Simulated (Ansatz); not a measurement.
# Hf (P6_3/mmc) in Ansatz: reference runs

How does Hf come out in PBEsol? The cell is run as given and disturbed.

Program: Ansatz 0.2.0. These are calculated values, not measurements. Logs are shortened: lines on timing, memory, paths and dates and some standing lists are left out, and cuts for length are marked.

## 1. The structure

The structure is hexagonal, space group P6_3/mmc (No. 194). The conventional cell has a = 3.197 Å, b = 3.197 Å, c = 5.058 Å, α = 90.00°, β = 90.00°, γ = 120.00°. Hf (site symmetry -6m2) is surrounded by 12 Hf at 3.13 to 3.20 Å.

## 2. Single point, PBEsol

Input file input.yaml:

```yaml
crystal:
  lattice:
    - [3.1967, 0.0, 0.0]
    - [-1.59835, 2.7684234083, 0.0]
    - [0.0, 0.0, 5.0578]
  atoms:
    - { symbol: Hf, position: [0.6666666667, 0.3333333333, 0.75] }
    - { symbol: Hf, position: [0.3333333333, 0.6666666667, 0.25] }
kpoints:
  mp_grid: { grid: [10, 10, 5] }
scf:
  occupations: { method: fermi_dirac, width: 0.05 }
hamiltonian:
  xc: pbesol
  pseudopotentials: { kind: all_electron, lapw: { basis_error: 0.001 } }
output:
  forces: true
  stress: true
  eigenvalues: true
  populations: true
```

Potentials or basis: all-electron LAPW, scalar-relativistic.

Command:

```console
> ansatz run input.yaml --threads 1 --pin off --max-ram 3072MiB --backend cpu --events-out ev --progress --plain --runs-dir out
```

What it wrote:

```text
Warning: RAYON_NUM_THREADS=1 ignored (pool sized by the plan → 1); use --threads N
Hf: projections on atomic orbitals take those of the free atom 1s2 2s2 2p6 3s2 3p6 3d10 4s2 4p6 4d10 4f14 5s2 5p6 5d2 6s2, of charge +0.00 (hamiltonian.pseudopotentials.projection_atoms)
LAPW: plane waves up to 7.471 Å⁻¹, error target 1.0e-3 eV per atom; small_component_spin mean_spin; Hf in spheres of 1.565 Å, 36 of its electrons in bands, Dirac shells [] (how accurate: hamiltonian.pseudopotentials.lapw.basis_error, Limitations)
Engine: ansatz 0.2.0, x86_64-unknown-linux-gnu
Pseudopotentials: kind: all_electron
Pseudopotential: Hf, LAPW, valence charge 36, lapw/all_electron/scalar/gaussian/Hf, Koelling and Harmon's equation, gaussian nucleus
Functional definition: PBEsol
  exchange = pbesol_x
  correlation = pbesol_c
Crystal: 2 atoms, lattice volume = 44.761 Å³
Basis set: ecut = 212.68262498680227 eV, 313 PW (Γ), exchange–correlation at level 2
Bands: 44, of which v1, the nominal top of the filled ones, is band 36 counted from 1 (35 counted from 0)
Symmetry: 24 space group operations
Space group: P63/mmc (ITA 194), of the structure as read, at distance tolerance 3.6e-5 Å
k-points: 42 of 500
Non-local potential: Hf, projectors of the file, none
Initial density: superposition of atomic densities (chi_scale 0.1, normalization cell)
Initial wavefunctions: plane waves of lowest kinetic energy (no species holds an atomic orbital)
Functional: x = pbesol(κ = 0.804, μ = 0.12345679012345678), c = pbesol(β = 0.046)
iter 1 solved again at ethr=2.96e-4 eV; its pass at ethr=1.00e-1 eV (dr2=2.13e-1 eV) is discarded
SCF iter   1: F=—  HF=-820254.114836 eV  |F-HF|=—  |Δ(HF+E_count)|=         —  Δρ=2.32e-2  dr2=2.13e-1  ethr=2.96e-4  ⟨swp⟩=2.6  Hψ=11453  notcnv=0
preconditioner: auto → Kerker (q_TF=auto, 2.953 Å⁻¹)  [metal: Δε(μ)=0.029 eV  Ē_g=17.893 eV  σ=0.050 eV  W_gap=0.14  n_scr=22 (ndim 8)  ℏωp=38.5 eV  f_vac=0.000  D(μ)=1.31/eV (n_scr^D=8)]
SCF iter   2: F=—  HF=-820253.907885 eV  |F-HF|=—  |Δ(HF+E_count)|=   2.07e-1  Δρ=1.41e-2  dr2=9.08e-2  ethr=2.96e-4  ⟨swp⟩=2.0  Hψ=5838  notcnv=0
SCF iter   3: F=—  HF=-820253.873046 eV  |F-HF|=—  |Δ(HF+E_count)|=   3.48e-2  Δρ=1.01e-2  dr2=4.91e-2  ethr=1.26e-4  ⟨swp⟩=2.0  Hψ=5512  notcnv=0
SCF iter   4: F=—  HF=-820253.852187 eV  |F-HF|=—  |Δ(HF+E_count)|=   2.09e-2  Δρ=5.44e-3  dr2=1.61e-2  ethr=6.82e-5  ⟨swp⟩=2.0  Hψ=5187  notcnv=0
iter 5 solved again at ethr=1.11e-6 eV; its pass at ethr=2.23e-5 eV (dr2=8.01e-4 eV) is discarded
SCF iter   5: F=—  HF=-820253.850700 eV  |F-HF|=—  |Δ(HF+E_count)|=         —  Δρ=1.17e-3  dr2=8.01e-4  ethr=1.11e-6  ⟨swp⟩=2.0  Hψ=9274  notcnv=0
the basis was enlarged: its passes take 268.6 KiB over the memory plan, 1 of 1 planned eigensolver slots
SCF iter   6: F=—  HF=-820253.850734 eV  |F-HF|=—  |Δ(HF+E_count)|=   3.38e-5  Δρ=3.73e-4  dr2=7.17e-5  ethr=1.11e-6  ⟨swp⟩=2.0  Hψ=5519  notcnv=0
SCF iter   7: F=—  HF=-820253.850730 eV  |F-HF|=—  |Δ(HF+E_count)|=   3.06e-6  Δρ=1.10e-4  dr2=7.62e-6  ethr=9.95e-8  ⟨swp⟩=2.0  Hψ=5519  notcnv=0
SCF iter   8: F=—  HF=-820253.850729 eV  |F-HF|=—  |Δ(HF+E_count)|=   1.24e-6  Δρ=2.76e-5  dr2=4.72e-7  ethr=1.06e-8  ⟨swp⟩=2.0  Hψ=5519  notcnv=0
SCF iter   9: F=-820253.850729 eV  HF=-820253.850729 eV  |F-HF|=2.11e-8  |Δ(HF+E_count)|=   9.86e-8  Δρ=1.05e-5  dr2=5.41e-8  ethr=6.56e-10  ⟨swp⟩=2.0  Hψ=5519  notcnv=0
SCF 1 converged in 9 iterations: F = -820253.850729 eV  dr2 = 5.41e-8
SCF converged after 9 iterations
Free energy (F): -820253.850729 eV
Harris-Foulkes:  -820253.850729 eV  (|F-HF|=2.11e-8)
Internal energy: -820253.839783 eV  (E = F + TS)
E sigma→0 (E₀):  -820253.845256 eV
Entropy (-TS):   -0.010947 eV (-5.473 meV/atom)
Fermi energy:    20.041079 eV
--- Per-component energies (eV) ---
  E_band       = -3540.039694
  E_kinetic    = 912601.626718
  E_xc         = -16580.949388
  E_electrostatic = -1716274.517113  (all electrons and nuclei)
  E_smearing   = -0.010947  (= −TS)
  E_closure    = 0.000000  (closes the sum)
  E_atoms      = -820238.075759  (free atoms, spherical and without spin; not in F)
  Σ components = -820253.850729   (vs F -820253.850729, Δ=0.00e0)
  Basis errors (estimates in eV, not in F): energy 2.3e-4 per atom: plane waves 1.9e-4 (1.0e-4 summed), levels above the bands 1.6e-69, relativity 3.3e-8, radial functions 3.7e-5, core shells 1.8e-7; eigenvalues (radial functions only) 8.2e-7; not estimated: angular momenta, meshes, grids; target (lapw.basis_error) 1.0e-3; muffin-tin radii Hf 1.565 Å
--- Forces (eV/Å), atoms counted from 1 ---
  atom   1  Hf     0.00000000     0.00000000     0.00000000
  atom   2  Hf     0.00000000    -0.00000000    -0.00000000
  max |Σ_I F_I| component: 1.48e-16 eV/Å
--- Stress (GPa, compression-positive) ---
       -3.753401      -0.000000      -0.000000
       -0.000000      -3.753401      -0.000000
       -0.000000      -0.000000      -4.184758
  P = ⅓ Tr σ = -3.8972 GPa (-38.972 kbar)
--- Band table (eV; the first three rows and the last of 42) ---
  k-point 0: bands = ["-181.0790", "-181.0790", "-181.0790", "-181.0790", "-181.0750", "-181.0750", "-181.0517", "-181.0517", "-181.0517", "-181.0517", "-41.8281", "-41.7566", "-10.9687", "-10.2230", "-10.2230", "-10.0947", "-10.0938", "-10.0938", "8.1934", "8.2262", "8.2273", "8.2273", "8.2289", "8.2289", "8.2332", "8.2396", "8.2396", "8.2485", "8.2672", "8.2672", "8.3078", "8.3114", "12.6723", "16.3344", "20.7173", "21.2117", "21.2117", "21.4911", "22.0317", "22.0317", "22.6657", "22.6657", "25.3779", "25.3779"]
  k-point 1: bands = ["-181.0790", "-181.0790", "-181.0790", "-181.0790", "-181.0750", "-181.0750", "-181.0517", "-181.0517", "-181.0517", "-181.0517", "-41.8213", "-41.7635", "-10.8903", "-10.2108", "-10.2108", "-10.1838", "-10.1062", "-10.1062", "8.1947", "8.2143", "8.2143", "8.2254", "8.2298", "8.2298", "8.2306", "8.2472", "8.2472", "8.2499", "8.2726", "8.2726", "8.3082", "8.3111", "13.0360", "16.1209", "20.2850", "21.0496", "21.0496", "21.1843", "21.7545", "21.7545", "23.2168", "23.2168", "25.4827", "25.4827"]
  k-point 2: bands = ["-181.0790", "-181.0790", "-181.0790", "-181.0790", "-181.0750", "-181.0750", "-181.0517", "-181.0517", "-181.0517", "-181.0517", "-41.8035", "-41.7814", "-10.6804", "-10.4109", "-10.1786", "-10.1786", "-10.1387", "-10.1387", "8.2004", "8.2099", "8.2099", "8.2117", "8.2162", "8.2162", "8.2397", "8.2475", "8.2647", "8.2647", "8.2742", "8.2742", "8.3091", "8.3102", "14.0223", "15.2687", "20.0270", "20.5064", "20.9980", "20.9980", "21.2747", "21.2747", "24.3013", "24.3013", "25.2334", "25.2334"]
  k-point 41: bands = ["-181.0790", "-181.0790", "-181.0790", "-181.0790", "-181.0750", "-181.0750", "-181.0517", "-181.0517", "-181.0517", "-181.0517", "-41.7539", "-41.7511", "-10.7685", "-10.7565", "-10.5693", "-10.4906", "-10.2577", "-10.2336", "8.2163", "8.2235", "8.2264", "8.2305", "8.2335", "8.2359", "8.2449", "8.2475", "8.2477", "8.2488", "8.2503", "8.2555", "8.2890", "8.2892", "17.9117", "17.9815", "18.8007", "18.9645", "19.7679", "20.0155", "22.1487", "23.0197", "25.1439", "25.4834", "27.5765", "27.9268"]
--- Löwdin populations: 2 sites ---
  site symbol       q [e]
     0     Hf     71.9303
     1     Hf     71.9303
  spilling = 0.000968 (of n_electrons = 144.000000)
```

populations.tsv:

```text
# site	symbol	l	j	q
# orbitals = lowdin
# n_electrons = 144.000000
# spilling = 0.000968
# projection_atom_Hf: 1s2 2s2 2p6 3s2 3p6 3d10 4s2 4p6 4d10 4f14 5s2 5p6 5d2 6s2
0	Hf	0_1S	-	1.999999
0	Hf	0_2S	-	1.999980
0	Hf	0_3S	-	1.999751
0	Hf	0_4S	-	1.997412
0	Hf	0_5S	-	1.957680
0	Hf	0_6S	-	0.850303
0	Hf	1_2P	-	6.000000
0	Hf	1_3P	-	5.999997
0	Hf	1_4P	-	5.999875
0	Hf	1_5P	-	5.978267
0	Hf	2_3D	-	9.999999
0	Hf	2_4D	-	9.999961
0	Hf	2_5D	-	3.150121
0	Hf	3_4F	-	13.996925
1	Hf	0_1S	-	1.999999
1	Hf	0_2S	-	1.999980
1	Hf	0_3S	-	1.999751
1	Hf	0_4S	-	1.997412
1	Hf	0_5S	-	1.957680
1	Hf	0_6S	-	0.850303
1	Hf	1_2P	-	6.000000
1	Hf	1_3P	-	5.999997
1	Hf	1_4P	-	5.999875
1	Hf	1_5P	-	5.978267
1	Hf	2_3D	-	9.999999
1	Hf	2_4D	-	9.999961
1	Hf	2_5D	-	3.150121
1	Hf	3_4F	-	13.996925
```

Run time: 13 s. Hardware: 1 thread of Intel Xeon Platinum 8488C (Sapphire Rapids), shared host; peak memory 0.39 GiB.

What came out:

```yaml
Free_energy: -820253.8507 eV
Pressure: -3.9 GPa
Band_gap_on_the_k_mesh: none (metal or under the smearing width)
```

## 3. Single point, PBEsol (atoms moved at random, drawn with an rms of 0.05 Å)

Changes to input.yaml since step 2:

```diff
@@ -6,4 +6,4 @@
   atoms:
-    - { symbol: Hf, position: [0.6666666667, 0.3333333333, 0.75] }
-    - { symbol: Hf, position: [0.3333333333, 0.6666666667, 0.25] }
+    - { symbol: Hf, position: [0.670799, 0.3463, 0.754506] }
+    - { symbol: Hf, position: [0.325654, 0.67287, 0.246675] }
 kpoints:
```

Potentials or basis: all-electron LAPW, scalar-relativistic.

Command:

```console
> ansatz run input.yaml --threads 1 --pin off --max-ram 3072MiB --backend cpu --events-out ev --progress --plain --runs-dir out
```

What it wrote:

```text
Warning: RAYON_NUM_THREADS=1 ignored (pool sized by the plan → 1); use --threads N
Hf: projections on atomic orbitals take those of the free atom 1s2 2s2 2p6 3s2 3p6 3d10 4s2 4p6 4d10 4f14 5s2 5p6 5d2 6s2, of charge +0.00 (hamiltonian.pseudopotentials.projection_atoms)
LAPW: plane waves up to 7.633 Å⁻¹, error target 1.0e-3 eV per atom; small_component_spin mean_spin; Hf in spheres of 1.540 Å, 36 of its electrons in bands, Dirac shells [] (how accurate: hamiltonian.pseudopotentials.lapw.basis_error, Limitations)
Engine: ansatz 0.2.0, x86_64-unknown-linux-gnu
Pseudopotentials: kind: all_electron
Pseudopotential: Hf, LAPW, valence charge 36, lapw/all_electron/scalar/gaussian/Hf, Koelling and Harmon's equation, gaussian nucleus
Functional definition: PBEsol
  exchange = pbesol_x
  correlation = pbesol_c
Crystal: 2 atoms, lattice volume = 44.761 Å³
Basis set: ecut = 221.99651915156588 eV, 313 PW (Γ), exchange–correlation at level 2
Bands: 44, of which v1, the nominal top of the filled ones, is band 36 counted from 1 (35 counted from 0)
Symmetry: 2 space group operations
Space group: P-1 (ITA 2), of the structure as read, at distance tolerance 3.6e-5 Å
k-points: 252 of 500
Non-local potential: Hf, projectors of the file, none
Initial density: superposition of atomic densities (chi_scale 0.1, normalization cell)
Initial wavefunctions: plane waves of lowest kinetic energy (no species holds an atomic orbital)
Functional: x = pbesol(κ = 0.804, μ = 0.12345679012345678), c = pbesol(β = 0.046)
iter 1 solved again at ethr=3.46e-4 eV; its pass at ethr=1.00e-1 eV (dr2=2.49e-1 eV) is discarded
SCF iter   1: F=—  HF=-820254.114366 eV  |F-HF|=—  |Δ(HF+E_count)|=         —  Δρ=2.42e-2  dr2=2.49e-1  ethr=3.46e-4  ⟨swp⟩=2.4  Hψ=68234  notcnv=0
preconditioner: auto → Kerker (q_TF=auto, 2.953 Å⁻¹)  [metal: Δε(μ)=0.036 eV  Ē_g=17.894 eV  σ=0.050 eV  W_gap=0.17  n_scr=22 (ndim 8)  ℏωp=38.5 eV  f_vac=0.000  D(μ)=1.37/eV (n_scr^D=8)]
SCF iter   2: F=—  HF=-820253.906570 eV  |F-HF|=—  |Δ(HF+E_count)|=   2.08e-1  Δρ=1.47e-2  dr2=1.08e-1  ethr=3.46e-4  ⟨swp⟩=2.0  Hψ=35028  notcnv=0
SCF iter   3: F=—  HF=-820253.871642 eV  |F-HF|=—  |Δ(HF+E_count)|=   3.49e-2  Δρ=1.05e-2  dr2=5.77e-2  ethr=1.50e-4  ⟨swp⟩=2.0  Hψ=33153  notcnv=0
SCF iter   4: F=—  HF=-820253.848583 eV  |F-HF|=—  |Δ(HF+E_count)|=   2.31e-2  Δρ=5.60e-3  dr2=1.84e-2  ethr=8.01e-5  ⟨swp⟩=2.0  Hψ=31099  notcnv=0
iter 5 solved again at ethr=1.10e-6 eV; its pass at ethr=2.55e-5 eV (dr2=7.94e-4 eV) is discarded
SCF iter   5: F=—  HF=-820253.847003 eV  |F-HF|=—  |Δ(HF+E_count)|=         —  Δρ=1.17e-3  dr2=7.94e-4  ethr=1.10e-6  ⟨swp⟩=2.0  Hψ=55761  notcnv=0
the basis was enlarged: its passes take 190.4 KiB over the memory plan, 1 of 1 planned eigensolver slots
SCF iter   6: F=—  HF=-820253.847050 eV  |F-HF|=—  |Δ(HF+E_count)|=   4.64e-5  Δρ=3.96e-4  dr2=8.16e-5  ethr=1.10e-6  ⟨swp⟩=2.0  Hψ=33172  notcnv=0
SCF iter   7: F=—  HF=-820253.847046 eV  |F-HF|=—  |Δ(HF+E_count)|=   3.62e-6  Δρ=1.21e-4  dr2=1.06e-5  ethr=1.13e-7  ⟨swp⟩=2.0  Hψ=33172  notcnv=0
SCF iter   8: F=—  HF=-820253.847044 eV  |F-HF|=—  |Δ(HF+E_count)|=   1.86e-6  Δρ=3.63e-5  dr2=9.55e-7  ethr=1.48e-8  ⟨swp⟩=2.0  Hψ=33172  notcnv=0
SCF iter   9: F=—  HF=-820253.847044 eV  |F-HF|=—  |Δ(HF+E_count)|=   5.08e-7  Δρ=1.88e-5  dr2=2.01e-7  ethr=1.33e-9  ⟨swp⟩=2.0  Hψ=33172  notcnv=0
SCF iter  10: F=-820253.847044 eV  HF=-820253.847044 eV  |F-HF|=6.98e-9  |Δ(HF+E_count)|=   5.12e-8  Δρ=6.26e-6  dr2=1.97e-8  ethr=2.80e-10  ⟨swp⟩=2.0  Hψ=33172  notcnv=0
SCF 1 converged in 10 iterations: F = -820253.847044 eV  dr2 = 1.97e-8
SCF converged after 10 iterations
Free energy (F): -820253.847044 eV
Harris-Foulkes:  -820253.847044 eV  (|F-HF|=6.98e-9)
Internal energy: -820253.835921 eV  (E = F + TS)
E sigma→0 (E₀):  -820253.841482 eV
Entropy (-TS):   -0.011122 eV (-5.561 meV/atom)
Fermi energy:    20.041899 eV
--- Per-component energies (eV) ---
  E_band       = -3540.049358
  E_kinetic    = 912601.652139
  E_xc         = -16580.959957
  E_electrostatic = -1716274.528104  (all electrons and nuclei)
  E_smearing   = -0.011122  (= −TS)
  E_closure    = 0.000000  (closes the sum)
  E_atoms      = -820238.075759  (free atoms, spherical and without spin; not in F)
  Σ components = -820253.847044   (vs F -820253.847044, Δ=0.00e0)
  Basis errors (estimates in eV, not in F): energy 2.4e-4 per atom: plane waves 2.0e-4 (1.0e-4 summed), levels above the bands 1.7e-69, relativity 3.6e-8, radial functions 4.0e-5, core shells 3.0e-7; eigenvalues (radial functions only) 5.4e-7; not estimated: angular momenta, meshes, grids; target (lapw.basis_error) 1.0e-3; muffin-tin radii Hf 1.540 Å
--- Forces (eV/Å), atoms counted from 1 ---
  atom   1  Hf    -0.06008830    -0.04141209    -0.12595154
  atom   2  Hf     0.06008830     0.04141209     0.12595154
  max |Σ_I F_I| component: 0.00e0 eV/Å
--- Stress (GPa, compression-positive) ---
       -3.580423       0.227971       0.049914
        0.227971      -3.894180       0.033980
        0.049914       0.033980      -4.022578
  P = ⅓ Tr σ = -3.8324 GPa (-38.324 kbar)
--- Band table (eV; the first three rows and the last of 252) ---
  k-point 0: bands = ["-181.0792", "-181.0792", "-181.0786", "-181.0786", "-181.0749", "-181.0749", "-181.0516", "-181.0516", "-181.0515", "-181.0515", "-41.8285", "-41.7563", "-10.9707", "-10.2290", "-10.2185", "-10.0977", "-10.0935", "-10.0894", "8.1932", "8.2256", "8.2268", "8.2269", "8.2276", "8.2301", "8.2334", "8.2400", "8.2406", "8.2489", "8.2663", "8.2687", "8.3079", "8.3115", "12.6729", "16.3332", "20.7022", "21.1872", "21.2293", "21.5032", "21.9853", "22.0577", "22.6008", "22.7607", "25.2713", "25.4905"]
  k-point 1: bands = ["-181.0792", "-181.0792", "-181.0786", "-181.0786", "-181.0749", "-181.0749", "-181.0516", "-181.0516", "-181.0515", "-181.0515", "-41.8218", "-41.7631", "-10.8927", "-10.2165", "-10.2073", "-10.1817", "-10.1091", "-10.1027", "8.1945", "8.2133", "8.2150", "8.2250", "8.2289", "8.2300", "8.2310", "8.2465", "8.2489", "8.2501", "8.2721", "8.2734", "8.3082", "8.3112", "13.0365", "16.1202", "20.2671", "21.0350", "21.0598", "21.2014", "21.7138", "21.7874", "23.1423", "23.3031", "25.4123", "25.5560"]
  k-point 2: bands = ["-181.0792", "-181.0792", "-181.0786", "-181.0786", "-181.0749", "-181.0749", "-181.0516", "-181.0516", "-181.0515", "-181.0515", "-41.8046", "-41.7804", "-10.6858", "-10.4067", "-10.1825", "-10.1784", "-10.1383", "-10.1363", "8.2002", "8.2095", "8.2101", "8.2118", "8.2158", "8.2164", "8.2398", "8.2476", "8.2640", "8.2658", "8.2742", "8.2745", "8.3091", "8.3103", "14.0219", "15.2698", "19.9811", "20.5557", "20.9886", "21.0022", "21.2464", "21.2982", "24.2345", "24.3653", "25.2275", "25.2462"]
  k-point 251: bands = ["-181.0792", "-181.0792", "-181.0786", "-181.0786", "-181.0749", "-181.0749", "-181.0516", "-181.0516", "-181.0515", "-181.0515", "-41.7607", "-41.7521", "-10.8837", "-10.8280", "-10.3622", "-10.3302", "-10.2762", "-10.2565", "8.2059", "8.2120", "8.2214", "8.2254", "8.2270", "8.2327", "8.2490", "8.2505", "8.2595", "8.2596", "8.2656", "8.2716", "8.2846", "8.2853", "16.4633", "16.9096", "18.8331", "19.1379", "21.0568", "21.4843", "22.0226", "23.4653", "26.0832", "26.1439", "26.2855", "26.3321"]
--- Löwdin populations: 2 sites ---
  site symbol       q [e]
     0     Hf     71.9303
     1     Hf     71.9303
  spilling = 0.000968 (of n_electrons = 144.000000)
```

It took 81 s on 1 thread of Intel Xeon Platinum 8488C (Sapphire Rapids), shared host; peak memory 0.88 GiB.

What came out:

- Free energy: -820253.8470 eV
- Pressure: -3.8 GPa
- Largest force: 0.146 eV/Å
- Band gap on the k mesh: none (metal or under the smearing width)

Forces on the atoms (eV/Å):
```
Hf  -0.060 -0.041 -0.126
Hf   0.060  0.041  0.126
```

The run has no spin-orbit coupling, so splittings on Hf are missing.
